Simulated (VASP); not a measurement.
# Ga (I4/mmm) in VASP: settings compared

One crystal, Ga, is run at these levels: PBEsol, MS2, LAK, LDA, PBE; tasks: relaxation of cell and atoms, single point.

Program: VASP 6.6.1. These are calculated values, not measurements. Logs are shortened: lines on timing, memory, paths and dates and some standing lists are left out, and cuts for length are marked.

### Step 1. Starting point

Symmetry: I4/mmm, No. 139, tetragonal system. Conventional cell: a = 2.769 Å, b = 2.769 Å, c = 4.622 Å, α = 90.00°, β = 90.00°, γ = 90.00°. Ga (site symmetry 4/mmm) is surrounded by 12 Ga at 2.77 to 3.03 Å.

This isn't the form of Ga at room conditions, which is orthorhombic.

### Step 2. Relaxation of cell and atoms, PBEsol, target pressure 30 GPa, at which the enthalpy is minimised

Contents of INCAR:

```
SYSTEM = Ga
PREC = Accurate ; ENCUT = 600
EDIFF = 1E-6 ; ISMEAR = -1
SIGMA = 0.05 ; LREAL = .False.
LASPH = .True. ; NELM = 100
ALGO = Fast ; ISIF = 3
LWAVE = .False. ; LCHARG = .False.
GGA = PS ; IBRION = 2
NSW = 40 ; EDIFFG = -0.02
PSTRESS = 300
```

Contents of KPOINTS:

```
regular mesh
0
Gamma
  13 13 13
  0 0 0
```

Contents of POSCAR:

```
Ga
1.0
   -1.3843987196      1.3843987196      2.3112238365
    1.3843987196     -1.3843987196      2.3112238365
    1.3843987196      1.3843987196     -2.3112238365
Ga
1
Direct
    0.0000000000      0.0000000000      0.0000000000
```

Potentials or basis: VASP PAW PBE potentials, release 64 (Ga_d).

On the command line:

```sh
$ cat potpaw_PBE.64/Ga_d/POTCAR > POTCAR
$ mpirun -np 1 vasp_std > vasp.out
```

OUTCAR:

```text
SYSTEM = Ga
   PREC = Accurate
   ENCUT = 600
   EDIFF = 1E-6
   ISMEAR = -1
   LREAL = .False.
   LASPH = .True.
   NELM = 100
   ISIF = 3
   GGA = PS
   IBRION = 2
   NSW = 40
   EDIFFG = -0.02
   PSTRESS = 300

 ion  position               nearest neighbor table
   1  0.000  0.000  0.000-

  LATTYP: Found a body centered tetragonal cell.
 ALAT       =     2.7687974392
 C/A-ratio  =     1.6694784557

  Lattice vectors:

 A1 = (  -1.3843987196,   1.3843987196,   2.3112238365)
 A2 = (   1.3843987196,  -1.3843987196,   2.3112238365)
 A3 = (   1.3843987196,   1.3843987196,  -2.3112238365)

Analysis of symmetry for initial positions (statically):
=====================================================================
 Subroutine PRICEL returns:
 Original cell was already a primitive cell.

 Routine SETGRP: Setting up the symmetry group for a
 body centered tetragonal supercell.

 Subroutine GETGRP returns: Found 16 space group operations
 (whereof 16 operations were pure point group operations)
 out of a pool of 16 trial point group operations.

The static configuration has the point symmetry D_4h.

Analysis of symmetry for dynamics (positions and initial velocities):
=====================================================================
 Subroutine PRICEL returns:
 Original cell was already a primitive cell.

 Routine SETGRP: Setting up the symmetry group for a
 body centered tetragonal supercell.

 Subroutine GETGRP returns: Found 16 space group operations
 (whereof 16 operations were pure point group operations)
 out of a pool of 16 trial point group operations.

The dynamic configuration has the point symmetry D_4h.

 Subroutine INISYM returns: Found 16 space group operations
 (whereof 16 operations are pure point group operations),
 and found     1 'primitive' translations

----------------------------------------------------------------------------------------

                                     Primitive cell

  volume of cell :      17.7184

  direct lattice vectors                    reciprocal lattice vectors
    -1.384398720  1.384398720  2.311223836     0.000000000  0.361167627  0.216335602
     1.384398720 -1.384398720  2.311223836     0.361167627  0.000000000  0.216335602
     1.384398720  1.384398720 -2.311223836     0.361167627  0.361167627  0.000000000

  length of vectors
     3.029005654  3.029005654  3.029005654     0.421002550  0.421002550  0.510768156

  position of ions in fractional coordinates (direct lattice)
     0.000000000  0.000000000  0.000000000

  ion indices of the primitive-cell ions
   primitive index   ion index
                 1           1

----------------------------------------------------------------------------------------

 KPOINTS: regular mesh

Automatic generation of k-mesh.
 Grid dimensions read from file:
 generate k-points for:   13   13   13

 Generating k-lattice:

  Cartesian coordinates                     Fractional coordinates (reciprocal lattice)
     0.000000000  0.027782125  0.016641200     0.076923077  0.000000000  0.000000000
     0.027782125  0.000000000  0.016641200     0.000000000  0.076923077  0.000000000
     0.027782125  0.027782125  0.000000000     0.000000000  0.000000000  0.076923077

  Length of vectors
     0.032384812  0.032384812  0.039289858

  Shift w.r.t. Gamma in fractional coordinates (k-lattice)
     0.000000000  0.000000000  0.000000000

 Subroutine IBZKPT returns following result:
 ===========================================

 Found    196 irreducible k-points:

 Following reciprocal coordinates:
            Coordinates               Weight
  0.000000  0.000000  0.000000      1.000000
  0.076923 -0.000000  0.000000      8.000000
  0.153846 -0.000000  0.000000      8.000000
  0.230769  0.000000  0.000000      8.000000
  0.307692 -0.000000  0.000000      8.000000
  0.384615  0.000000 -0.000000      8.000000
[... 16 lines left out ...]
  0.384615  0.153846  0.000000     16.000000
  0.461538  0.153846 -0.000000     16.000000
 [... further k-points ...]
   k-points           NKPTS =    196   k-points in BZ     NKDIM =    196   number of bands    NBANDS=     10
   number of dos      NEDOS =    301   number of ions     NIONS =      1
   total plane-waves  NPLWV =  13824
   dimension x,y,z NGX =    24 NGY =   24 NGZ =   24
   dimension x,y,z NGXF=    48 NGYF=   48 NGZF=   48
   ions per type =               1
   NGX,Y,Z   is equivalent  to a cutoff of  13.17, 13.17, 13.17 a.u.
   NGXF,Y,Z  is equivalent  to a cutoff of  26.34, 26.34, 26.34 a.u.
 SYSTEM =  Ga
   PREC   = accura    normal or accurate (medium, high low for compatibility)
   ISTART =      0    job   : 0-new  1-cont  2-samecut
   ICHARG =      2    charge: 1-file 2-atom 10-const
   ISPIN  =      1    spin polarized calculation?
   LNONCOLLINEAR =      F non collinear calculations
   LSORBIT =      F    spin-orbit coupling
   LASPH  =      T    aspherical Exc in radial PAW
   ENCUT  =  600.0 eV  44.10 Ry    6.64 a.u.   6.05  6.05  6.05*2*pi/ulx,y,z
   NELM   =    100;   NELMIN=  2; NELMDL= -5     # of ELM steps
   EDIFF  = 0.1E-05   stopping-criterion for ELM
   LREAL  =      F    real-space projection
   EDIFFG = -.2E-01   stopping-criterion for IOM
   NSW    =     40    number of steps for IOM
   IBRION =      2    ionic relax: 0-MD 1-quasi-New 2-CG
   NFREE  =      1    steps in history (QN), initial steepest desc. (CG)
   ISIF   =      3    stress and relaxation
   ISYM   =      2    0-nonsym 1-usesym 2-fastsym
   POTIM  = 0.5000    time-step for ionic-motion
   TEBEG  =    0.0;   TEEND  =   0.0 temperature during run
   PSTRESS=  300.0 pullay stress
   NELECT =      13.0000    total number of electrons
   NUPDOWN=      -1.0000    fix difference up-down
   EMIN   =  10.00;   EMAX   =-10.00  energy-range for DOS
   EFERMI =   0.00;   METHOD = LEGACY
   ISMEAR =    -1;   SIGMA  =   0.05  broadening in eV -4-tet -1-fermi 0-gaus
   EFERMI_NEDOS =   21; number of points for ismear=-14 and -15
   IALGO  =     68    algorithm
   IMIX   =      4    mixing-type and parameters
     AMIX     =   0.40;   BMIX     =  1.00
     AMIX_MAG =   1.60;   BMIX_MAG =  1.00
  volume/ion in A,a.u.               =      17.72       119.57
  Fermi-wavevector in a.u.,A,eV,Ry     =   1.476549  2.790273 29.663375  2.180197
  Thomas-Fermi vector in A             =   2.591062
   LORBIT       =      0    0 simple, 1 ext, 2 COOP (PROOUT), +10 PAW based schemes
   GGA     = PS    functional components
   LHFCALC =     F    Hartree Fock is set to
   AEXX    =    0.0000 exact exchange contribution
   IVDW    =     0    specifies the selected vdW correction
   LEPSILON=     F    determine dielectric tensor
   LRPA    =     F    only Hartree local field effects (RPA)
 conjugate gradient relaxation of ions
 non-spin polarized calculation
 RMM-DIIS sequential band-by-band and
  energy-cutoff  :      600.00
  volume of cell :       17.72
 maximum number of plane-waves:       622
   NGX = 13   NGY = 13   NGZ = 13

--------------------------------------- Ionic step        1  -------------------------------------------

 number of electron      12.9999997 magnetization

 Free energy of the ion-electron system (eV)
  ---------------------------------------------------
  ext. energy  EPLUGINS =         0.00000000
  ---------------------------------------------------
  free energy    TOTEN  =        -3.33745727 eV

  energy without entropy =       -3.33460645  energy(sigma->0) =       -3.33603186

------------------------ aborting loop because EDIFF is reached ----------------------------------------

  FORCE on cell =-STRESS in cart. coord.  units (eV):
  Direction    XX          YY          ZZ          XY          YZ          ZX
  --------------------------------------------------------------------------------------
  -------------------------------------------------------------------------------------
  Total       -0.0196149     -0.0196149     -0.0404379      0.0000000     -0.0000000      0.0000000
  in kB       -1.7736716     -1.7736716     -3.6565757      0.0000000     -0.0000000      0.0000000
  external PRESSURE =    -302.4013063 kB  Pullay stress =     300.0000000 kB
[... 22 lines left out ...]
  enthalpy is  TOTEN    =        -0.0197730289 eV   P V=        3.3176842377

--------------------------------------- Ionic step        2  -------------------------------------------

 number of electron      12.9999998 magnetization

 E-fermi :  13.1251     XC(G=0): -14.5151

 val. band max:       13.1141674616   @ k =  -0.3077  -0.4615   0.3077
 cond. band min:      13.3328892789   @ k =  -0.3077   0.4615   0.2308
 fundamental gap:      0.2187218173
 Fermi energy:        13.1251197107

 k-point     1 :       0.0000    0.0000    0.0000
  band No.  band energies     occupation
      1      -4.2095      2.00000
      2      -3.9873      2.00000
      3      -3.4241      2.00000
      4      -3.3729      2.00000
      5      -3.3729      2.00000
      6      -2.8661      2.00000
      7      32.2965      0.00000
      8      32.8875      0.00000
      9      33.7780      0.00000
     10      35.8809      0.00000
[... 364 lines left out ...]
  FREE ENERGIE OF THE ION-ELECTRON SYSTEM (eV)
  ---------------------------------------------------
  free  energy   TOTEN  =        -3.2429560239 eV

  energy  without entropy=       -3.2398512557  energy(sigma->0) =       -3.24140364

  enthalpy is  TOTEN    =        -0.4110841027 eV   P V=        2.8318719212

[... ionic steps 4 to 7 ...]

--------------------------------------- Ionic step        8  -------------------------------------------

 number of electron      12.9999998 magnetization

------------------------ aborting loop because EDIFF is reached ----------------------------------------

  FORCE on cell =-STRESS in cart. coord.  units (eV):
  Direction    XX          YY          ZZ          XY          YZ          ZX
  --------------------------------------------------------------------------------------
  -------------------------------------------------------------------------------------
  Total        2.4066342      2.4066342      2.9583261      0.0000000      0.0000000      0.0000000
  in kB      284.7203891    284.7203891    349.9891064      0.0000000      0.0000000      0.0000000
  external PRESSURE =       6.4766282 kB  Pullay stress =     300.0000000 kB
[... 59 lines left out ...]
  enthalpy is  TOTEN    =        -0.5041526413 eV   P V=        2.5442555950

--------------------------------------- Ionic step       10  -------------------------------------------

 number of electron      12.9999998 magnetization

 Free energy of the ion-electron system (eV)
  ---------------------------------------------------
  ext. energy  EPLUGINS =         0.00000000
  ---------------------------------------------------
  free energy    TOTEN  =        -3.04777060 eV

  energy without entropy =       -3.04718128  energy(sigma->0) =       -3.04747594

 E-fermi :   9.1042     XC(G=0): -12.9113

 val. band max:        8.9638906865   @ k =   0.2308   0.2308   0.2308
 cond. band min:       9.2403960672   @ k =  -0.3846  -0.4615   0.2308
 fundamental gap:      0.2765053807
 Fermi energy:         9.1041822421

 k-point     1 :       0.0000    0.0000    0.0000
  band No.  band energies     occupation
      1      -6.5443      2.00000
      2      -6.2845      2.00000
      3      -6.2845      2.00000
      4      -6.2479      2.00000
      5      -5.9864      2.00000
      6      -4.9902      2.00000
      7      25.2326      0.00000
      8      25.2326      0.00000
      9      25.5360      0.00000
     10      26.8983      0.00000
[... 327 lines left out ...]
  FREE ENERGIE OF THE ION-ELECTRON SYSTEM (eV)
  ---------------------------------------------------
  free  energy   TOTEN  =        -3.0477706045 eV

  energy  without entropy=       -3.0471812757  energy(sigma->0) =       -3.04747594

  enthalpy is  TOTEN    =        -0.5041683329 eV   P V=        2.5436022716

 reached required accuracy - stopping structural energy minimisation
```

Wall time 91 s (1 thread of Intel Xeon 6975P-C (Granite Rapids), shared host); peak memory 0.19 GiB.

What came out:

* Free energy: -3.0478 eV
* Relaxed volume: 13.58 Å³/atom
* Relaxed cell: a = 2.745 Å, b = 2.745 Å, c = 2.745 Å, α = 124.17°, β = 124.17°, γ = 82.92°
* Space group after relaxing (to 0.05 Å): I4/mmm (No. 139)
* Energy change on relaxing (the enthalpy is what falls): +289.7 meV/atom
* Ionic steps: 10
* Pressure after relaxing: 29.9 GPa
* Band gap on the k mesh: none (metal or under the smearing width)

The path:
```
step  energy change (eV)  largest force (eV/Å)  pressure (GPa)  volume (Å³)
   1              0.0000                0.0000           -0.24        17.72
   2              2.1085                0.0000          118.14        10.45
   3              0.0945                0.0000           13.71        15.12
   4              0.2224                0.0000           24.39        14.04
   5              0.2994                0.0000           30.30        13.59
   6              0.2854                0.0000           29.04        13.66
   7              0.2860                0.0000           29.84        13.61
   8              0.3015                0.0000           30.65        13.54
   9              0.2890                0.0000           29.84        13.59
  10              0.2897                0.0000           29.93        13.58
```

Final structure:
```
CELL_PARAMETERS angstrom
-1.28493 1.28493 2.05693
1.28493 -1.28493 2.05693
1.28493 1.28493 -2.05693
ATOMIC_POSITIONS crystal
Ga 0.00000 0.00000 0.00000
```

Caveat: the cell is relaxed towards a set pressure, so the enthalpy falls and the energy may rise; the volume moved by over 15 % at a fixed basis, so the end points are rough; the PAW data sets were made with another functional, which shifts forces and pressure a little.

(Part 1 of 2 ends here.)
